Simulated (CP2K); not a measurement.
Input of a CP2K 2026.2 run:

File si_vcrelax.inp:

```
&GLOBAL
  PROJECT si_vcrelax
  RUN_TYPE CELL_OPT
  PRINT_LEVEL LOW
&END GLOBAL
&FORCE_EVAL
  METHOD QS
  STRESS_TENSOR ANALYTICAL
  &DFT
    BASIS_SET_FILE_NAME BASIS_MOLOPT_UZH
    POTENTIAL_FILE_NAME POTENTIAL_UZH
    &MGRID
      CUTOFF 450
      REL_CUTOFF 60
      NGRIDS 5
    &END MGRID
    &QS
      METHOD GPW
      EPS_DEFAULT 1.0E-9
      EXTRAPOLATION USE_PREV_P
    &END QS
    &KPOINTS
      SCHEME MONKHORST-PACK 10 10 10
      GAMMA_CENTERED T
    &END KPOINTS
    &SCF
      SCF_GUESS ATOMIC
      EPS_SCF 1.0E-6
      MAX_SCF 100
      ADDED_MOS 8
      CHOLESKY OFF
      EPS_EIGVAL 1.0E-7
      &DIAGONALIZATION ON
        ALGORITHM STANDARD
      &END DIAGONALIZATION
      &MIXING ON
        METHOD BROYDEN_MIXING
        ALPHA 0.4
        BETA 1.5
        NBUFFER 8
      &END MIXING
      &SMEAR ON
        METHOD FERMI_DIRAC
        ELECTRONIC_TEMPERATURE 580.23
      &END SMEAR
    &END SCF
    &XC
      &XC_FUNCTIONAL
        &GGA_X_PBE_SOL
        &END GGA_X_PBE_SOL
        &GGA_C_PBE_SOL
        &END GGA_C_PBE_SOL
      &END XC_FUNCTIONAL
    &END XC
    &PRINT
      &KPOINTS ON
      &END KPOINTS
      &MULLIKEN ON
        &EACH
          CELL_OPT 0
        &END EACH
        ADD_LAST NUMERIC
      &END MULLIKEN
      &MO ON
        ENERGIES T
        OCCUPATION_NUMBERS T
        &EACH
          QS_SCF 0
          CELL_OPT 0
        &END EACH
        ADD_LAST NUMERIC
      &END MO
    &END PRINT
  &END DFT
  &SUBSYS
    &CELL
      A 2.6527297811 0.0000000000 0.0000000000
      B -1.3384075119 2.2903363560 0.0000000000
      C -0.6571611346 -1.1451681780 2.3008051588
      PERIODIC XYZ
    &END CELL
    &COORD
      SCALED
      Si  0.0000000000 0.0000000000 0.0000000000
    &END COORD
    &KIND Si
      BASIS_SET TZVP-MOLOPT-PBE-GTH-q4
      POTENTIAL GTH-PBE-q4
    &END KIND
    &PRINT
      &ATOMIC_COORDINATES ON
      &END ATOMIC_COORDINATES
      &CELL ON
      &END CELL
    &END PRINT
  &END SUBSYS
  &PRINT
    &FORCES ON
    &END FORCES
    &STRESS_TENSOR ON
    &END STRESS_TENSOR
  &END PRINT
&END FORCE_EVAL
&MOTION
  &CELL_OPT
    OPTIMIZER BFGS
    MAX_ITER 40
    MAX_FORCE [eV*angstrom^-1] 0.02
    RMS_FORCE [eV*angstrom^-1] 0.02
    MAX_DR 1.0E-2
    RMS_DR 1.0E-2
    EXTERNAL_PRESSURE [bar] 0.0
    PRESSURE_TOLERANCE [bar] 300
    KEEP_SPACE_GROUP T
  &END CELL_OPT
  &PRINT
    &TRAJECTORY ON
    &END TRAJECTORY
    &CELL ON
    &END CELL
    &FORCES ON
    &END FORCES
    &STRESS ON
    &END STRESS
    &RESTART OFF
    &END RESTART
    &RESTART_HISTORY OFF
    &END RESTART_HISTORY
  &END PRINT
&END MOTION
```

Potentials or basis: POTENTIAL_UZH Si GTH-PBE-q4; TZVP-MOLOPT-PBE-GTH basis.

Run with:

```bash
$ OMP_NUM_THREADS=1 cp2k.psmp -i si_vcrelax.inp -o si_vcrelax.out
```

Q: What does it give for the band gap on the k mesh?

A: None (metal or under the smearing width).

The path:
| step | energy change (eV) | largest force (eV/Å) | volume (Å³) |
| --- | --- | --- | --- |
| 1 | 0.0000 | 0.0000 | 13.98 |
| 2 | -0.0001 | 0.0000 | 13.99 |
| 3 | -0.0015 | 0.0000 | 14.23 |
| 4 | -0.0015 | 0.0000 | 14.24 |
| 5 | -0.0015 | 0.0000 | 14.26 |
| 6 | -0.0015 | 0.0000 | 14.27 |
| 7 | -0.0016 | 0.0000 | 14.25 |
| 8 | -0.0016 | 0.0000 | 14.24 |
| 9 | -0.0016 | 0.0000 | 14.24 |

Caveat: the potentials were made for another functional, which shifts forces and pressure; the basis of atomic orbitals isn't converged, which shifts pressures, moduli and gaps.
